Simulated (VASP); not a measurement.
Crystal: ZrS2.

```
CELL_PARAMETERS angstrom
3.69138 0.00000 0.00000
-1.84569 3.19683 0.00000
0.00000 0.00000 6.04108
ATOMIC_POSITIONS crystal
Zr 0.00000 0.00000 0.00000
S 0.33333 0.66667 0.23791
S 0.66667 0.33333 0.76209
```

The cell is a database's computed one.

Base run:

- Program: VASP 6.6.1
- Functional: r2SCAN
- Potentials or basis: VASP PAW PBE potentials, release 64 (Zr_sv, S)
- Cutoff: 520 eV
- k mesh: 8 × 8 × 6
- Occupations: gaussian, width 0.02 eV
- Spin: no spin polarisation

Its results: band gap on the k mesh 1.34 eV, indirect (least direct gap 1.96 eV); pressure 0.0 GPa; largest force 0.018 eV/Å.

Q: After a change of settings the same cell gave: band gap on the k mesh 0.91 eV, indirect (least direct gap 1.53 eV); pressure -4.5 GPa; largest force 0.282 eV/Å. Which change was it?
A. functional from r2SCAN to PBE
B. functional from r2SCAN to LDA; potentials or basis from VASP PAW PBE potentials, release 64 (Zr_sv, S) to VASP PAW LDA potentials, release 64 (Zr_sv, S)
C. functional from r2SCAN to PBEsol

A: B.

Caveats: the PAW data sets were made with another functional, which shifts forces and pressure a little (some runs).

Not every run made on this cell is shown here.
